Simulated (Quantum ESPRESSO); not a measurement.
# AlNi: equation of state with PBE

Crystal: AlNi.

```
CELL_PARAMETERS angstrom
2.30068 -1.39468 0.00000
2.30068 1.39468 0.00000
-1.35645 0.00000 3.88084
ATOMIC_POSITIONS crystal
Ni 0.50000 0.50000 0.50000
Al 0.00000 0.00000 0.00000
```

The cell comes from a database or a generator and needn't be the stable form of this composition.

| Item | Value |
| --- | --- |
| Program | Quantum ESPRESSO 7.5 |
| Task | equation of state |
| Functional | PBE |
| Potentials or basis | SSSP 1.3 efficiency PBE |
| Cutoff | 748 eV |
| Density cutoff | 5987 eV |
| k mesh | 11 × 11 × 7 |
| Occupations | fermi-dirac, width 0.05 eV |
| Spin | collinear spin, ferromagnetic start |
| Starting moments | [1.0, 0.0] μB |
| Mixing beta | 0.3 |
| Most SCF iterations | 120 |
| SCF threshold | 4e-10 Ry |

* Equilibrium volume: 12.63 Å³/atom
* Bulk modulus at fixed shape and positions: 144 GPa
* Pressure derivative of the bulk modulus: 4.4

Energy against volume, from the lowest point:
```csv
volume (Å³/atom),energy (meV/atom)
11.705,34.80
11.954,17.80
12.203,6.73
12.452,0.98
12.702,0.00
12.951,3.32
13.200,10.49
```

All runs of the series together: 18 min on 2 threads of Arm Neoverse V1, on a shared host.

Caveat: the cell was scaled at fixed shape and fractional positions, which overstates the stiffness of a crystal with free parameters, most of all of layers and chains.
